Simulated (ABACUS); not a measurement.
# NaI (Fm-3m) in ABACUS: further runs

Runs on NaI. Level: PBEsol. Tasks: equation of state.

Program: ABACUS 3.10.1. These are calculated values, not measurements. Logs are shortened: lines on timing, memory, paths and dates and some standing lists are left out, and cuts for length are marked.

## Step 1: The crystal as given

The structure is cubic, space group Fm-3m (No. 225). The conventional cell has a = 6.473 Å, b = 6.473 Å, c = 6.473 Å, α = 90.00°, β = 90.00°, γ = 90.00°. Around I (site symmetry m-3m) lie 6 Na at 3.24 Å. Around Na (site symmetry m-3m) lie 6 I at 3.24 Å.

## Step 2: Equation of state, PBEsol, 31.87 Å³/atom (volume scaled by 0.94)

INPUT

```
INPUT_PARAMETERS
suffix              NaI
calculation         scf
basis_type          pw
pseudo_dir          ./
latname             fcc
symmetry            1
dft_functional      pbesol
ecutwfc             89
pseudo_rcut         7
nspin               1
nbands              12
ks_solver           dav
smearing_method     fd
smearing_sigma      0.00367493
scf_thr             1e-08
scf_nmax            100
mixing_type         broyden
mixing_beta         0.7
cal_force           1
cal_stress          1
kpar                4
```

STRU

```
ATOMIC_SPECIES
I 126.9045 I.upf
Na 22.9898 Na.upf

LATTICE_CONSTANT
11.9821202307

ATOMIC_POSITIONS
Direct

I
0.0
1
0.5000000000 0.5000000000 0.5000000000 1 1 1

Na
0.0
1
0.0000000000 0.0000000000 0.0000000000 1 1 1
```

KPT

```
K_POINTS
0
Gamma
6 6 6 0 0 0
```

Potentials or basis: PseudoDojo NC SR 0.4.1 PBEsol standard, plane waves.

On the command line:

```bash
OMP_NUM_THREADS=1 mpirun -np 4 abacus > log
```

running log:

```text
ABACUS v3.10.1

               Atomic-orbital Based Ab-initio Computation at UStc

 ------------------------------------------------------------------------------------

 READING GENERAL INFORMATION
                           global_out_dir = OUT.NaI/
                           global_in_card = INPUT
                               pseudo_dir = ./
                              orbital_dir =
                                    DSIZE = 4
                                    GSIZE = 1

 READING UNITCELL INFORMATION
                                    ntype = 2
                  lattice constant (Bohr) = 11.9821
              lattice constant (Angstrom) = 6.34066

 READING ATOM TYPE 1
                               atom label = I
                      L=0, number of zeta = 1
                      L=1, number of zeta = 1
                      L=2, number of zeta = 1
             number of atom for this type = 1

 READING ATOM TYPE 2
                               atom label = Na
                      L=0, number of zeta = 1
                      L=1, number of zeta = 1
                      L=2, number of zeta = 1
             number of atom for this type = 1

                        TOTAL ATOM NUMBER = 2
DIRECT COORDINATES
    atom                   x                   y                   z     mag                  vx                  vy                  vz
taud_I1            0.5000000000        0.5000000000        0.5000000000  0.0000        0.0000000000        0.0000000000        0.0000000000
taud_Na1            0.0000000000        0.0000000000        0.0000000000  0.0000        0.0000000000        0.0000000000        0.0000000000

                          Volume (Bohr^3) = 430.072
                             Volume (A^3) = 63.73

 Lattice vectors: (Cartesian coordinate: in unit of a_0)
                 -0.5                  +0                +0.5
                   +0                +0.5                +0.5
                 -0.5                +0.5                  +0
 Reciprocal vectors: (Cartesian coordinate: in unit of 2 pi/a_0)
                   -1                  -1                  +1
                   +1                  +1                  +1
                   -1                  +1                  -1
 The esolver type has been set to : ksdft_pw

                PAO radial cut off (Bohr) = 7

 Read in pseudopotential file is I.upf
                     pseudopotential type = NC
          exchange-correlation functional = PBESOL
                 nonlocal core correction = 1
                        valence electrons = 7
                                     lmax = 2
                           number of zeta = 2
                     number of projectors = 6
                           L of projector = 0
[... 5 lines left out ...]
                PAO radial cut off (Bohr) = 7

 Read in pseudopotential file is Na.upf
                     pseudopotential type = NC
          exchange-correlation functional = PBESOL
                 nonlocal core correction = 0
                        valence electrons = 9
                                     lmax = 1
                           number of zeta = 3
                     number of projectors = 4
                           L of projector = 0
                           L of projector = 0
                           L of projector = 1
                           L of projector = 1
     initial pseudo atomic orbital number = 9

 SETUP THE ELECTRONS NUMBER
             electron number of element I = 7
       total electron number of element I = 7
            electron number of element Na = 9
      total electron number of element Na = 9
            AUTOSET number of electrons:  = 16
                           occupied bands = 8
                                   NBANDS = 12
                                   NLOCAL = 18

%%%%%%%%%%%%%%%%%%%%%%%%%%%%%%%%%%%%%%%%%%%%%%%%%%%%%%%%%%%%%%%%%%%%%%%%%%%%%%%%%%%%%%%%%%%%%%%%%%%%%%%%%%
 Warning: the number of valence electrons in pseudopotential > 1 for Na: [Ne] 3s1
 Pseudopotentials with additional electrons can yield (more) accurate outcomes, but may be less efficient.
 If you're confident that your chosen pseudopotential is appropriate, you can safely ignore this warning.
%%%%%%%%%%%%%%%%%%%%%%%%%%%%%%%%%%%%%%%%%%%%%%%%%%%%%%%%%%%%%%%%%%%%%%%%%%%%%%%%%%%%%%%%%%%%%%%%%%%%%%%%%%

 SETUP THE PLANE WAVE BASIS
 energy cutoff for charge/potential (unit:Ry) = 356
            fft grid for charge/potential = [ 54, 54, 54 ]
                        fft grid division = [ 1, 1, 1 ]
        big fft grid for charge/potential = [ 54, 54, 54 ]
                                     nbxx = 157464
                                     nrxx = 157464

 SETUP PLANE WAVES FOR CHARGE/POTENTIAL
                    number of plane waves = 48767
                         number of sticks = 1765

 PARALLEL PW FOR CHARGE/POTENTIAL
     PROC   COLUMNS(POT)             PW
        1           1765          48767
[... 53 lines left out ...]
                             BRAVAIS TYPE = 2
                     BRAVAIS LATTICE NAME = 02. Cubic I (body-centered)
                                    ibrav = 2
                       right hand lattice = 1
                        ROTATION MATRICES = 48
                               nkstot_ibz = 16
K-POINTS REDUCTION ACCORDING TO SYMMETRY
     IBZ    DIRECT_X    DIRECT_Y    DIRECT_Z  WEIGHT  ibz2bz
       1  0.00000000  0.00000000  0.00000000  0.0046       0
       2  0.16666667  0.16666667  0.16666667  0.0370       1
       3  0.33333333  0.33333333  0.33333333  0.0370       2
       4  0.50000000  0.50000000  0.50000000  0.0185       3
       5  0.16666667  0.16666667  0.00000000  0.0278       7
       6  0.33333333  0.33333333  0.16666667  0.1111       8
[... 8 lines left out ...]
      15  0.50000000  0.33333333 -0.33333333  0.1111      52
      16  0.50000000  0.33333333 -0.16666667  0.0556      58

                               nkstot now = 16
[... K-POINTS DIRECT COORDINATES: 16 rows ...]

           k-point number in this process = 4
       minimum distributed K point number = 4
[... stars of the k points ...]

[... K-POINTS CARTESIAN COORDINATES: 4 rows ...]

[... K-POINTS DIRECT COORDINATES: 4 rows ...]

 SETUP PLANE WAVES FOR WAVE FUNCTIONS
     energy cutoff for wavefunc (unit:Ry) = 89
              fft grid for wave functions = [ 54, 54, 54 ]
                    number of plane waves = 6975
                         number of sticks = 499

 PARALLEL PW FOR WAVE FUNCTIONS
     PROC   COLUMNS(POT)             PW
        1            499           6975
 --------------- sum -------------------
        1            499           6975

 SETUP NONLOCAL PSEUDOPOTENTIALS IN PLANE WAVE BASIS
 I non-local projectors:
 projector 1 L=0
 projector 2 L=0
 projector 3 L=1
 projector 4 L=1
 projector 5 L=2
 projector 6 L=2
 Na non-local projectors:
 projector 1 L=0
 projector 2 L=0
 projector 3 L=1
 projector 4 L=1
      TOTAL NUMBER OF NONLOCAL PROJECTORS = 26

 Init Non-Local PseudoPotential table :
 Init Non-Local-Pseudopotential done.

                                     npwx = 6116

 Make real space PAO into reciprocal space.
       max mesh points in Pseudopotential = 701
     dq(describe PAO in reciprocal space) = 0.01
                                    max q = 1136

 number of pseudo atomic orbitals for I is 2
WARNING: norm of atomic wavefunction # 1 of atomic type I is 0.999992, renormalized
WARNING: norm of atomic wavefunction # 2 of atomic type I is 0.999442, renormalized

 number of pseudo atomic orbitals for Na is 3
WARNING: norm of atomic wavefunction # 3 of atomic type Na is 0.965363, renormalized

 -------------------------------------------
 SELF-CONSISTENT
 -------------------------------------------
                                 init_chg = atomic

 PW ALGORITHM --------------- ION=   1  ELEC=   1--------------------------------
 Notice: Threshold on eigenvalues was too large.
 hsover_error=0.16 > DRHO=0.0274391
 Origin diag ethr = 0.01
 New diag ethr = 0.000171495

 Density error is 0.0265742902824
                          Error Threshold = 0.000171494631883
----------------------------------------------------------
     Energy           Rydberg                 eV
----------------------------------------------------------
 E_KohnSham     -117.3478173353      -1596.5989636229
 E_Harris       -118.4861561009      -1612.0868570900
 E_Fermi        0.3276818399         4.4583401542
----------------------------------------------------------
[... 63 lines left out ...]
 Density error is 1.55096536983e-10
                          Error Threshold = 9.5514637155e-11
----------------------------------------------------------
     Energy           Rydberg                 eV
----------------------------------------------------------
 E_KohnSham     -117.3522677525      -1596.6595146554
 E_KS(sigma->0) -117.3522677525      -1596.6595146554
 E_Harris       -117.3521807055      -1596.6583303201
 E_band         -16.6421491302       -226.4280551361
 E_one_elec     -76.7918144224       -1044.8062359038
 E_Hartree      42.1314590130        573.2279076296
 E_xc           -21.4891870318       -292.3753890196
 E_Ewald        -61.2027253112       -832.7057973617
 E_entropy(-TS) -0.0000000000        -0.0000000000
 E_descf        0.0000000000         0.0000000000
 E_exx          0.0000000000         0.0000000000
 E_Fermi        0.3136785094         4.2678150678
----------------------------------------------------------

 charge density convergence is achieved
 final etot is -1596.6595147 eV
 EFERMI = 4.2678150678 eV

 STATE ENERGY(eV) AND OCCUPATIONS    NSPIN == 1
 1/4 kpoint (Cartesian) = 0.0000 0.0000 0.0000 (6081 pws)
       1       -47.9257     0.00925926
       2       -20.0172     0.00925926
       3       -20.0172     0.00925926
       4       -20.0172     0.00925926
       5       -9.01475     0.00925926
       6        2.21759     0.00925926
       7        2.21759     0.00925926
       8        2.21759     0.00925926
       9        5.88754    7.90340e-17
      10        10.0968    2.17207e-53
      11        10.0968    2.17207e-53
      12        10.0968    2.17207e-53
[... 29 lines left out ...]
 4/4 kpoint (Cartesian) = -0.50000 0.50000 0.50000 (6116 pws)
       1       -47.9256      0.0370370
       2       -20.0249      0.0370370
       3       -20.0177      0.0370370
       4       -20.0177      0.0370370
       5       -8.63654      0.0370370
       6      -0.226233      0.0370370
       7        1.89279      0.0370370
       8        1.89279      0.0370370
       9        7.17957    1.89435e-27
      10        9.66313    5.07577e-49
      11        9.66313    5.07577e-49
      12        11.3964    4.47614e-64

------------------------------------------------------------------------------------------
 TOTAL-FORCE (eV/Angstrom)
------------------------------------------------------------------------------------------
                        I1         0.0000000000         0.0000000000         0.0000000000
                       Na1         0.0000000000         0.0000000000         0.0000000000
------------------------------------------------------------------------------------------

----------------------------------------------------------------
 TOTAL-STRESS (KBAR)
----------------------------------------------------------------
         5.4468026053         0.0000000000         0.0000000000
         0.0000000000         5.4468026053         0.0000000000
         0.0000000000         0.0000000000         5.4468026053
----------------------------------------------------------------
 TOTAL-PRESSURE: 5.446803 KBAR

 --------------------------------------------
 !FINAL_ETOT_IS -1596.6595146554323037 eV
 --------------------------------------------
```

Run time: 13 s. Hardware: 4 MPI ranks of Intel Xeon Platinum 8259CL at 2.50GHz (Skylake/Cascade Lake), shared host; peak memory 0.44 GiB.

What came out:

```
Free energy            : -1596.6595 eV
Pressure               : 0.5 GPa
Band gap on the k mesh : 3.67 eV, direct
```

Caveat: spin-orbit coupling is left out, which moves the levels of the heavy elements.

## Step 3: Equation of state, PBEsol, 33.22 Å³/atom (volume scaled by 0.98)

INPUT is that of step 2.

STRU, as its differences from that of step 2:

```diff
@@ -5,3 +5,3 @@
 LATTICE_CONSTANT
-11.9821202307
+12.1497240394
```

KPT is that of step 2.

Potentials or basis: PseudoDojo NC SR 0.4.1 PBEsol standard, plane waves.

On the command line:

```bash
OMP_NUM_THREADS=1 mpirun -np 4 abacus > log
```

It took 9.8 s on 4 MPI ranks of Intel Xeon Platinum 8259CL at 2.50GHz (Skylake/Cascade Lake), shared host; peak memory 0.44 GiB.

The run converged. Its results:

```
Free energy            : -1596.6622 eV
Pressure               : -0.2 GPa
Band gap on the k mesh : 3.56 eV, direct
```

Caveat: spin-orbit coupling is left out, which moves the levels of the heavy elements.

## Step 4: Equation of state, PBEsol, 34.58 Å³/atom (volume scaled by 1.02)

INPUT is that of step 3.

STRU, as its differences from that of step 3:

```diff
@@ -5,3 +5,3 @@
 LATTICE_CONSTANT
-12.1497240394
+12.3128270457
```

KPT is that of step 3.

On the command line:

```bash
OMP_NUM_THREADS=1 mpirun -np 4 abacus > log
```

Run time: 9.8 s. Hardware: 4 MPI ranks of Intel Xeon Platinum 8259CL at 2.50GHz (Skylake/Cascade Lake), shared host; peak memory 0.44 GiB.

The run converged. Its results:

```yaml
Free_energy: -1596.6536 eV
Pressure: -0.8 GPa
Band_gap_on_the_k_mesh: 3.46 eV, direct
```

Caveat: spin-orbit coupling is left out, which moves the levels of the heavy elements.

## Step 5: Equation of state, PBEsol, 35.93 Å³/atom (volume scaled by 1.06)

INPUT is that of step 4.

STRU, as its differences from that of step 4:

```diff
@@ -5,3 +5,3 @@
 LATTICE_CONSTANT
-12.3128270457
+12.4717197586
```

KPT is that of step 4.

On the command line:

```bash
OMP_NUM_THREADS=1 mpirun -np 4 abacus > log
```

Wall time 11 s (4 MPI ranks of Intel Xeon Platinum 8259CL at 2.50GHz (Skylake/Cascade Lake), shared host); peak memory 0.44 GiB.

It converged, with:

* Free energy: -1596.6362 eV
* Pressure: -1.2 GPa
* Band gap on the k mesh: 3.37 eV, direct

Caveat: spin-orbit coupling is left out, which moves the levels of the heavy elements.

## Step 6: Equation of state, PBEsol

Potentials or basis: PseudoDojo NC SR 0.4.1 PBEsol standard, plane waves.

No new run: the results of the series are fitted here.

Results:

* Equilibrium volume: 32.82 Å³/atom
* Bulk modulus: 17.2 GPa
* Pressure derivative of the bulk modulus: 5.0 (rough: it moves with the points fitted)

Energy against volume, from the lowest point:
| volume (Å³/atom) | energy (meV/atom) |
| --- | --- |
| 31.865 | 1.33 |
| 33.221 | 0.00 |
| 34.577 | 4.29 |
| 35.933 | 12.97 |

The run has no spin-orbit coupling, so splittings on I are missing.
